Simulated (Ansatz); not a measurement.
# Ta6HN6: the cost of one run

Computed with Ansatz 0.2.0 (DFT PBE, scalar-relativistic, plane waves, PAW, unless a step's input says otherwise).

7 further runs of the same task are left out: 7 set aside as unsound or not needed.

### 1 The starting structure

It takes space group Pmm2 (No. 25, orthorhombic). The conventional cell has a = 6.247 Å, b = 6.247 Å, c = 22.592 Å, α = 90.00°, β = 90.00°, γ = 90.00°. Around Ta (site symmetry m) lie 5 N at 2.14 to 2.21 Å. Around N (site symmetry m) lie 5 Ta at 2.21 to 2.24 Å. Ta (site symmetry m) has 6 N at 2.21 to 2.35 Å as nearest neighbours. N (site symmetry m) is surrounded by 6 Ta at 2.13 to 2.21 Å. Only part of the 13 independent sites is listed.

Structure file:

```xyz
26
Lattice="6.2470 0.0000 0.0000 0.0000 6.2470 0.0000 0.0000 0.0000 22.5918" Properties=species:S:1:pos:R:3 pbc="T T T"
Ta    0.0000    0.0000    4.0000
Ta    0.0000    3.1235    4.0000
Ta    3.1235    0.0000    4.0000
Ta    3.1235    3.1235    4.0000
N     1.5617    1.5617    4.0000
N     1.5617    4.6852    4.0000
N     4.6852    1.5617    4.0000
N     4.6852    4.6852    4.0000
Ta    1.5617    1.5617    6.2410
Ta    1.5617    4.6852    6.2410
Ta    4.6852    1.5617    6.2410
Ta    4.6852    4.6852    6.2410
N     0.0000    0.0000    6.1404
N     0.0000    3.1235    6.1404
N     3.1235    0.0000    6.1404
N     3.1235    3.1235    6.1404
Ta    0.0000    0.0000    8.2744
Ta    0.0000    3.1235    8.2744
Ta    3.1235    0.0000    8.2744
Ta    3.1235    3.1235    8.2744
N     1.5617    1.5617    8.5918
N     1.5617    4.6852    8.5918
N     4.6852    1.5617    8.5918
N     4.6852    4.6852    8.5918
H     4.2257    6.2470    9.3618
H     5.1447    6.2470    9.3618
```

This is the geometry of the first run shown, built on a cell relaxed beforehand with the same method.

### 2 What is varied

Atoms count from 1 in the order of the input.

H2 lies flat over one site of a rigid substrate while its bond length and height are varied.

First coordinate, distance H25-H26: 8 values from 0.650 to 2.650 Å. Second coordinate, height of the H2 axis above the plane of N21: 9 values from 0.45 to 3.60 Å.

Nothing else is relaxed. Points are written as (first, second).

### 3 Point (0.919 Å, 0.77 Å)

A dipole layer in the vacuum cancels the field that periodic copies would set up if the slab's two faces differ.

Contents of input.yaml:

```yaml
crystal:
  lattice:
    - [6.246962505, 0.0, 0.0]
    - [0.0, 6.246962505, 0.0]
    - [0.0, 0.0, 22.5917515851]
  atoms:
    - { symbol: Ta, position: [0.0, 0.0, 0.1770557712] }
    - { symbol: Ta, position: [0.0, 0.5, 0.1770557712] }
    - { symbol: Ta, position: [0.5, 0.0, 0.1770557712] }
    - { symbol: Ta, position: [0.5, 0.5, 0.1770557712] }
    - { symbol: "N", position: [0.25, 0.25, 0.1770557712] }
    - { symbol: "N", position: [0.25, 0.75, 0.1770557712] }
    - { symbol: "N", position: [0.75, 0.25, 0.1770557712] }
    - { symbol: "N", position: [0.75, 0.75, 0.1770557712] }
    - { symbol: Ta, position: [0.25, 0.25, 0.2762497865] }
    - { symbol: Ta, position: [0.25, 0.75, 0.2762497865] }
    - { symbol: Ta, position: [0.75, 0.25, 0.2762497865] }
    - { symbol: Ta, position: [0.75, 0.75, 0.2762497865] }
    - { symbol: "N", position: [0.0, 0.0, 0.2717969833] }
    - { symbol: "N", position: [0.0, 0.5, 0.2717969833] }
    - { symbol: "N", position: [0.5, 0.0, 0.2717969833] }
    - { symbol: "N", position: [0.5, 0.5, 0.2717969833] }
    - { symbol: Ta, position: [0.0, 0.0, 0.3662594426] }
    - { symbol: Ta, position: [0.0, 0.5, 0.3662594426] }
    - { symbol: Ta, position: [0.5, 0.0, 0.3662594426] }
    - { symbol: Ta, position: [0.5, 0.5, 0.3662594426] }
    - { symbol: "N", position: [0.25, 0.25, 0.3803048007] }
    - { symbol: "N", position: [0.25, 0.75, 0.3803048007] }
    - { symbol: "N", position: [0.75, 0.25, 0.3803048007] }
    - { symbol: "N", position: [0.75, 0.75, 0.3803048007] }
    - { symbol: H, position: [0.676444252, 1.0, 0.4143880367] }
    - { symbol: H, position: [0.823555748, 1.0, 0.4143880367] }
basis:
  ecutwfc: 420
kpoints:
  mp_grid: { grid: [5, 5, 1] }
hamiltonian:
  xc: pbe
scf:
  occupations: { method: gaussian, width: 0.1 }
output:
  forces: true
  eigenvalues: true
efield:
  axis: 3
  dipole_correction: true
  ramp_width: 0.04
```

The run is started by

```sh
ansatz run input.yaml --threads 4 --pin off --max-ram 12288MiB --backend cpu --events-out ev --progress --plain --runs-dir out
```

Q: Estimate wall time and peak memory on 4 threads of Arm Neoverse V1, shared host.

About 39 s, with a peak of 2.6 GiB.
